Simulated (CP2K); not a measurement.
Input of a CP2K 2026.2 run:

File ge_bands.inp:

```
&GLOBAL
  PROJECT ge_bands
  RUN_TYPE ENERGY_FORCE
  PRINT_LEVEL LOW
&END GLOBAL
&FORCE_EVAL
  METHOD QS
  STRESS_TENSOR ANALYTICAL
  &DFT
    BASIS_SET_FILE_NAME BASIS_MOLOPT_UZH
    POTENTIAL_FILE_NAME POTENTIAL_UZH
    &MGRID
      CUTOFF 675
      REL_CUTOFF 60
      NGRIDS 5
    &END MGRID
    &QS
      METHOD GPW
      EPS_DEFAULT 1.0E-9
    &END QS
    &KPOINTS
      SCHEME MONKHORST-PACK 10 10 10
      GAMMA_CENTERED T
      SYMMETRY T
      SYMMETRY_BACKEND SPGLIB
    &END KPOINTS
    &SCF
      SCF_GUESS ATOMIC
      EPS_SCF 1.0E-6
      MAX_SCF 100
      ADDED_MOS 8
      CHOLESKY OFF
      EPS_EIGVAL 1.0E-7
      &DIAGONALIZATION ON
        ALGORITHM STANDARD
      &END DIAGONALIZATION
      &MIXING ON
        METHOD BROYDEN_MIXING
        ALPHA 0.4
        BETA 1.5
        NBUFFER 8
      &END MIXING
      &SMEAR ON
        METHOD FERMI_DIRAC
        ELECTRONIC_TEMPERATURE [K] 580.226
      &END SMEAR
    &END SCF
    &XC
      &XC_FUNCTIONAL
        &GGA_X_PBE_SOL
        &END GGA_X_PBE_SOL
        &GGA_C_PBE_SOL
        &END GGA_C_PBE_SOL
      &END XC_FUNCTIONAL
    &END XC
    &PRINT
      &KPOINTS ON
      &END KPOINTS
      &MULLIKEN ON
      &END MULLIKEN
      &MO ON
        ENERGIES T
        OCCUPATION_NUMBERS T
        &EACH
          QS_SCF 0
        &END EACH
        ADD_LAST NUMERIC
      &END MO
      &LOWDIN ON
      &END LOWDIN
      &HIRSHFELD ON
        SHAPE_FUNCTION DENSITY
      &END HIRSHFELD
      &BAND_STRUCTURE
        FILE_NAME bands.bs
        ADDED_MOS 2
        &KPOINT_SET
          UNITS B_VECTOR
          NPOINTS 6
          SPECIAL_POINT GAMMA 0.00000000 0.00000000 0.00000000
          SPECIAL_POINT X 0.00000000 0.50000000 0.00000000
          SPECIAL_POINT M 0.50000000 0.50000000 0.00000000
          SPECIAL_POINT GAMMA 0.00000000 0.00000000 0.00000000
          SPECIAL_POINT R 0.50000000 0.50000000 0.50000000
          SPECIAL_POINT X 0.00000000 0.50000000 0.00000000
        &END KPOINT_SET
        &KPOINT_SET
          UNITS B_VECTOR
          NPOINTS 6
          SPECIAL_POINT M 0.50000000 0.50000000 0.00000000
          SPECIAL_POINT R 0.50000000 0.50000000 0.50000000
        &END KPOINT_SET
      &END BAND_STRUCTURE
    &END PRINT
  &END DFT
  &SUBSYS
    &CELL
      A 2.7104700000 0.0000000000 0.0000000000
      B 0.0000000000 2.7104700000 0.0000000000
      C 0.0000000000 0.0000000000 2.7104700000
      PERIODIC XYZ
    &END CELL
    &COORD
      SCALED
      Ge  0.0000000000 0.0000000000 0.0000000000
    &END COORD
    &KIND Ge
      BASIS_SET TZVP-MOLOPT-PBE-GTH-q4
      POTENTIAL GTH-PBE-q4
    &END KIND
    &PRINT
      &ATOMIC_COORDINATES ON
      &END ATOMIC_COORDINATES
      &CELL ON
      &END CELL
    &END PRINT
  &END SUBSYS
  &PRINT
    &FORCES ON
    &END FORCES
    &STRESS_TENSOR ON
    &END STRESS_TENSOR
  &END PRINT
&END FORCE_EVAL
```

Potentials or basis: POTENTIAL_UZH Ge GTH-PBE-q4; TZVP-MOLOPT-PBE-GTH basis.

The run is started by

```bash
$ OMP_NUM_THREADS=1 cp2k.psmp -i ge_bands.inp -o ge_bands.out
```

Question: Estimate the pressure.

Answer: -0.6 GPa.

Question: Predict the band gap on the k mesh.

Answer: None (metal or under the smearing width).

Levels at the corners of the path, in eV from the Fermi level:
| point | band 1 | band 2 | band 3 | band 4 | band 5 | band 6 |
| --- | --- | --- | --- | --- | --- | --- |
| Γ | -12.76 | 6.82 | 6.82 | 6.82 | 10.88 | 10.88 |
| X | -9.06 | -5.66 | 9.82 | 9.82 | 13.29 | 17.42 |
| M | -5.10 | -2.53 | -2.53 | 4.55 | 12.19 | 19.53 |
| Γ | -12.76 | 6.82 | 6.82 | 6.82 | 10.88 | 10.88 |
| R | -0.53 | 0.39 | 0.39 | 0.39 | 8.12 | 8.12 |
| X | -9.06 | -5.66 | 9.82 | 9.82 | 13.29 | 17.42 |
| M | -5.10 | -2.53 | -2.53 | 4.55 | 12.19 | 19.53 |
| R | -0.53 | 0.39 | 0.39 | 0.39 | 8.12 | 8.12 |

Caveat: the potentials were made for another functional, which shifts forces and pressure; the basis of atomic orbitals isn't converged, which shifts pressures, moduli and gaps.
